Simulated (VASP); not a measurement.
# KCl (Sylvite) (Fm-3m) in VASP: notebook, part 2 of 2

VASP 6.6.1.

## (3) Single point, LDA

This run uses another cell than the first one, of 29.90 Å³/atom, 1.021 times its volume.

INCAR

```
SYSTEM = KCl
PREC     = Accurate       ! precision mode
ENCUT    = 520            ! plane-wave cutoff, eV
EDIFF    = 1E-6           ! SCF threshold, eV
ISMEAR   = -1             ! smearing method
SIGMA    = 0.05           ! smearing width, eV
LREAL    = .False.        ! projectors in reciprocal space
LASPH    = .True.         ! aspherical terms in the spheres
NELM     = 100            ! most SCF steps
ALGO     = Normal         ! electronic algorithm
ISIF     = 2              ! what is computed and relaxed
LWAVE    = .False.        ! write WAVECAR
LCHARG   = .True.         ! write CHGCAR
LELF     = .True.         ! ELF
LVHAR    = .True.       
NBANDS   = 15             ! bands
```

KPOINTS

```
Automatic mesh
0
Gamma
  7 7 7
  0 0 0
```

POSCAR

```
KCl
1.0
    0.0000000000      3.1039449222      3.1039449222
    3.1039449222      0.0000000000      3.1039449222
    3.1039449222      3.1039449222      0.0000000000
K Cl
1 1
Direct
    0.0000000000      0.0000000000      0.0000000000
    0.5000000000      0.5000000000      0.5000000000
```

Potentials or basis: VASP PAW LDA potentials, release 64 (K_sv, Cl).

Launch:

```
> cat potpaw_LDA.64/K_sv/POTCAR potpaw_LDA.64/Cl/POTCAR > POTCAR
> mpirun -np 1 vasp_std > vasp.out
```

OUTCAR:

```text
SYSTEM = KCl
   PREC = Accurate
   ENCUT = 520
   EDIFF = 1E-6
   ISMEAR = -1
   LREAL = .False.
   LASPH = .True.
   NELM = 100
   ISIF = 2

 ion  position               nearest neighbor table
   1  0.000  0.000  0.000-   2 3.10   2 3.10   2 3.10   2 3.10   2 3.10   2 3.10
   2  0.500  0.500  0.500-   1 3.10   1 3.10   1 3.10   1 3.10   1 3.10   1 3.10

  LATTYP: Found a face centered cubic cell.
 ALAT       =     6.2078898444

  Lattice vectors:

 A1 = (   0.0000000000,   3.1039449222,   3.1039449222)
 A2 = (   3.1039449222,   0.0000000000,   3.1039449222)
[... 539 lines left out ...]

  FORCE on cell =-STRESS in cart. coord.  units (eV):
  Direction    XX          YY          ZZ          XY          YZ          ZX
  --------------------------------------------------------------------------------------
  -------------------------------------------------------------------------------------
  Total       -0.4716459     -0.4716459     -0.4716459     -0.0000000      0.0000000      0.0000000
  in kB      -12.6344011    -12.6344011    -12.6344011     -0.0000000      0.0000000      0.0000000
  external PRESSURE =     -12.6344011 kB  Pullay stress =       0.0000000 kB

 VOLUME and BASIS-vectors are now :
 -----------------------------------------------------------------------------
  energy-cutoff  :      520.00
  volume of cell :       59.81
      direct lattice vectors                 reciprocal lattice vectors
     0.000000000  3.103944922  3.103944922    -0.161085333  0.161085333  0.161085333
     3.103944922  0.000000000  3.103944922     0.161085333 -0.161085333  0.161085333
     3.103944922  3.103944922  0.000000000     0.161085333  0.161085333 -0.161085333

 POSITION                                       TOTAL-FORCE (eV/Angst)
 -----------------------------------------------------------------------------------
      0.00000      0.00000      0.00000        -0.000000     -0.000000      0.000000
      3.10394      3.10394      3.10394         0.000000      0.000000      0.000000
 -----------------------------------------------------------------------------------
    total drift:                                0.000000      0.000000      0.000000

  FREE ENERGIE OF THE ION-ELECTRON SYSTEM (eV)
  ---------------------------------------------------
  free  energy   TOTEN  =        -7.3941100209 eV

  energy  without entropy=       -7.3941100208  energy(sigma->0) =       -7.39411002
```

It took 13 s on 1 thread of Intel Xeon 6975P-C (Granite Rapids), shared host; peak memory 0.17 GiB.

Results:

- Free energy: -7.3941 eV
- Pressure: -1.3 GPa
- Band gap on the k mesh: 4.88 eV, direct

Levels at points of the mesh, in eV from the valence-band top:
| k point | band 4 | band 5 | band 6 | band 7 | band 8 | band 9 | band 10 | band 11 | band 12 | band 13 |
| --- | --- | --- | --- | --- | --- | --- | --- | --- | --- | --- |
| (0.00, 0.00, 0.00) | -10.44 | -10.44 | 0.00 | 0.00 | 0.00 | 4.88 | 8.10 | 8.10 | 8.10 | 9.06 |

## (4) Single point, LDA

This run uses another cell than the first one, of 30.53 Å³/atom, 1.043 times its volume.

INCAR

```
PREC = Accurate
ENCUT = 520
EDIFF = 1E-7
ISMEAR = -1
SIGMA = 0.05
LREAL = F
LASPH = T
NELM = 80
ALGO = Normal
ISIF = 2
LWAVE = F
LCHARG = T
GGA = CA
LELF = T
LVHAR = T
NBANDS = 15
```

KPOINTS

```
Automatic mesh
0
Gamma
  7 7 7
```

POSCAR

```
KCl
1.0
    0.0000000000      3.1253521154      3.1253521154
    3.1253521154      0.0000000000      3.1253521154
    3.1253521154      3.1253521154      0.0000000000
K Cl
1 1
Direct
    0.0000000000      0.0000000000      0.0000000000
    0.5000000000      0.5000000000      0.5000000000
```

Launch:

```
> cat potpaw_LDA.64/K_sv/POTCAR potpaw_LDA.64/Cl/POTCAR > POTCAR
> mpirun -np 1 vasp_std > vasp.out
```

Wall time 15 s (1 thread of Intel Xeon 6975P-C (Granite Rapids), shared host); peak memory 0.17 GiB.

It converged, with:

- Free energy: -7.3832 eV
- Pressure: -1.6 GPa
- Band gap on the k mesh: 4.81 eV, direct

Levels at points of the mesh, in eV from the valence-band top:
```tsv
k point	band 6	band 7	band 8	band 9	band 10	band 11
(0.00, 0.00, 0.00)	0.00	0.00	0.00	4.81	8.09	8.09
```

## (5) Single point, PBEsol

This run uses another cell than the first one, of 31.15 Å³/atom, 1.064 times its volume.

INCAR

```
SYSTEM = KCl
ALGO = Normal
EDIFF = 1E-6
ENCUT = 520
GGA = PS
ISIF = 2
ISMEAR = -1
LASPH = .True.
LCHARG = .True.
LELF = .True.
LREAL = .False.
LVHAR = .True.
LWAVE = .False.
NBANDS = 15
NELM = 60
PREC = Accurate
SIGMA = 0.05
```

KPOINTS

```
k-points
0
Gamma
  7 7 7
  0 0 0
```

POSCAR

```
KCl
1.0
    0.0000000000      3.1464700000      3.1464700000
    3.1464700000      0.0000000000      3.1464700000
    3.1464700000      3.1464700000      0.0000000000
K Cl
1 1
Direct
    0.0000000000      0.0000000000      0.0000000000
    0.5000000000      0.5000000000      0.5000000000
```

Potentials or basis: VASP PAW PBE potentials, release 64 (K_sv, Cl).

Launch:

```
> cat potpaw_PBE.64/K_sv/POTCAR potpaw_PBE.64/Cl/POTCAR > POTCAR
> mpirun -np 1 vasp_std > vasp.out
```

Wall time 15 s (1 thread of Intel Xeon 6975P-C (Granite Rapids), shared host); peak memory 0.2 GiB.

Results (log left out):

```yaml
Free_energy: -7.0221 eV
Pressure: -0.4 GPa
Band_gap_on_the_k_mesh: 5.02 eV, direct
```

Levels at points of the mesh, in eV from the valence-band top:
| k point | band 6 | band 7 | band 8 | band 9 | band 10 | band 11 |
| --- | --- | --- | --- | --- | --- | --- |
| (0.00, 0.00, 0.00) | 0.00 | 0.00 | 0.00 | 5.02 | 8.29 | 8.29 |

Caveat: the PAW data sets were made with another functional, which shifts forces and pressure a little.

## (6) Single point, LDA

This run uses another cell than the first one, of 31.15 Å³/atom, 1.064 times its volume.

INCAR

```
SYSTEM = KCl
ALGO = Normal
EDIFF = 1E-7
ENCUT = 520
ISIF = 2
ISMEAR = -1
LASPH = .True.
LCHARG = .False.
LREAL = .False.
LWAVE = .False.
NBANDS = 15
NELM = 80
PREC = Accurate
SIGMA = 0.05
```

KPOINTS is that of step 5.

POSCAR is that of step 5.

Potentials or basis: VASP PAW LDA potentials, release 64 (K_sv, Cl).

Launch:

```
> cat potpaw_LDA.64/K_sv/POTCAR potpaw_LDA.64/Cl/POTCAR > POTCAR
> mpirun -np 1 vasp_std > vasp.out
```

Wall time 10 s (1 thread of Intel Xeon 6975P-C (Granite Rapids), shared host); peak memory 0.17 GiB.

The run converged. Its results:

```
Free energy            : -7.3698 eV
Pressure               : -1.9 GPa
Band gap on the k mesh : 4.75 eV, direct
```

Levels at points of the mesh, in eV from the valence-band top:
| k point | band 4 | band 5 | band 6 | band 7 | band 8 | band 9 | band 10 | band 11 | band 12 | band 13 |
| --- | --- | --- | --- | --- | --- | --- | --- | --- | --- | --- |
| (0.00, 0.00, 0.00) | -10.53 | -10.53 | 0.00 | 0.00 | 0.00 | 4.75 | 8.09 | 8.09 | 8.09 | 9.02 |

## (7) Summary

| level | potentials or basis | cell | gap on the mesh (eV) | pressure (GPa) |
| --- | --- | --- | --- | --- |
| LDA | VASP PAW LDA potentials, release 64 (K_sv, Cl) | a = 4.359 Å, angles 60.0°, 2 atoms | 4.96 | -0.9 |
| LDA | VASP PAW LDA potentials, release 64 (K_sv, Cl) | a = 4.390 Å, angles 60.0°, 2 atoms | 4.88 | -1.3 |
| LDA | VASP PAW LDA potentials, release 64 (K_sv, Cl) | a = 4.420 Å, angles 60.0°, 2 atoms | 4.81 | -1.6 |
| PBEsol | VASP PAW PBE potentials, release 64 (K_sv, Cl) | a = 4.450 Å, angles 60.0°, 2 atoms | 5.02 | -0.4 |
| LDA | VASP PAW LDA potentials, release 64 (K_sv, Cl) | a = 4.450 Å, angles 60.0°, 2 atoms | 4.75 | -1.9 |

Alike in all rows: task single point; no spin polarisation; k mesh 7 × 7 × 7; cutoff (eV) 520; smearing fermi-dirac 0.05 eV.

Caveats: the PAW data sets were made with another functional, which shifts forces and pressure a little (some runs).

Total energies depend on the potentials used, so only differences within one code and one set of settings carry meaning.

## (8) Against experiment

Step 2. A measured gap of KCl is 8.68 eV (a printed reference work, monograph); the calculated 4.96 eV misses it by -3.72 eV. The value is that of LDA, without temperature or zero-point motion. Semilocal functionals fall short of measured gaps as a rule.

Step 3. A measured gap of KCl is 8.68 eV (a printed reference work, monograph); the calculated 4.88 eV misses it by -3.80 eV. The value is that of LDA, without temperature or zero-point motion. Semilocal functionals fall short of measured gaps as a rule.

Step 4. A measured gap of KCl is 8.68 eV (a printed reference work, monograph); the calculated 4.81 eV misses it by -3.87 eV. The value is that of LDA, without temperature or zero-point motion. Semilocal functionals fall short of measured gaps as a rule.

Step 5. A measured gap of KCl is 8.68 eV (a printed reference work, monograph); the calculated 5.02 eV misses it by -3.66 eV. The value is that of PBEsol on a finite k mesh, which can miss the band edges, without temperature or zero-point motion. Semilocal functionals fall short of measured gaps as a rule.

Step 6. A measured gap of KCl is 8.68 eV (a printed reference work, monograph); the calculated 4.75 eV misses it by -3.93 eV. The value is that of LDA on a finite k mesh, which can miss the band edges, without temperature or zero-point motion. Semilocal functionals fall short of measured gaps as a rule.
